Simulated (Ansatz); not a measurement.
Calculated with Ansatz (gas phase, PBE0-D4/def2-TZVP geometries, no zero-point term in ΔE). CBS: MP2 limit from def2 TZ/QZ plus the TZ coupled-cluster correction, frozen cores. DFT in def2-TZVPP. For Ge outer-core shells are correlated without core-valence functions, which leaves a few kJ/mol of doubt a bond. Scalar relativity is left out up to krypton. Each species was taken in one conformer, which may not be the lowest.

Consider the cleavage of the Si–Ge bond: `[CH3][Ge]([F])([SiH3])[Cl]` + `CC(=O)O` → `CC(=O)O[SiH3]` + `[CH3][GeH]([F])[Cl]`.

`[CH3][Ge]([F])([SiH3])[Cl]`:

```xyz
11

C     0.372   -1.069    1.501
Ge    0.563    0.334    0.181
F     2.159    0.142   -0.499
Si   -0.957    0.557   -1.646
Cl    0.629    2.224    1.222
H     1.191   -0.988    2.216
H    -0.577   -0.962    2.026
H     0.411   -2.043    1.013
H    -2.312    0.802   -1.093
H    -0.521    1.701   -2.482
H    -0.957   -0.699   -2.438
```

`CC(=O)O`:

Z-matrix (Å, degrees):
```
C
C 1 1.495
H 1 1.092 2 109.8
H 1 1.092 2 109.8 3 117.7
H 1 1.087 2 109.6 3 -121.2
O 2 1.200 1 126.0 3 121.1
O 2 1.346 1 111.6 3 -58.9
H 7 0.968 2 106.4 1 180.0
```

`CC(=O)O[SiH3]`:

```xyz
11

C    -1.531   -0.509   -1.119
C    -0.194   -0.055   -0.633
O     0.729    0.279   -1.330
O    -0.099   -0.048    0.705
Si    1.387    0.454    1.346
H    -1.737   -1.512   -0.741
H    -1.553   -0.504   -2.206
H    -2.307    0.150   -0.723
H     1.162    0.345    2.805
H     2.474   -0.456    0.923
H     1.671    1.856    0.971
```

`[CH3][GeH]([F])[Cl]`:

Z-matrix (Å, degrees):
```
C
Ge 1 1.926
H 1 1.090 2 110.0
H 1 1.091 2 109.7 3 120.4
H 1 1.090 2 109.0 3 -119.8
F 2 1.735 1 107.6 3 177.3
Cl 2 2.143 1 109.9 3 62.8
H 2 1.532 1 118.5 3 -62.1
```

```tsv
species	BLYP energy (Eh)
`[CH3][Ge]([F])([SiH3])[Cl]`	-2968.44779
`CC(=O)O`	-229.13184
`CC(=O)O[SiH3]`	-519.85461
`[CH3][GeH]([F])[Cl]`	-2677.74512
```

Problem. Work out ΔE.

Solution. ΔE = (-519.85461) + (-2677.74512) − (-2968.44779) − (-229.13184) = -0.02010 Eh = -0.55 eV. CCSD(T)/CBS gives -0.65 eV.

Largest T1 diagnostic among the species: 0.015.

From BLYP to BHLYP (50 % exact exchange), in def2-TZVPP and without D4, ΔE moves by −0.18 eV. In def2-TZVPP, CCSD(T) changes the Hartree–Fock value by +0.19 eV (the triples alone add +0.02 eV) and MP2 by +0.15 eV.
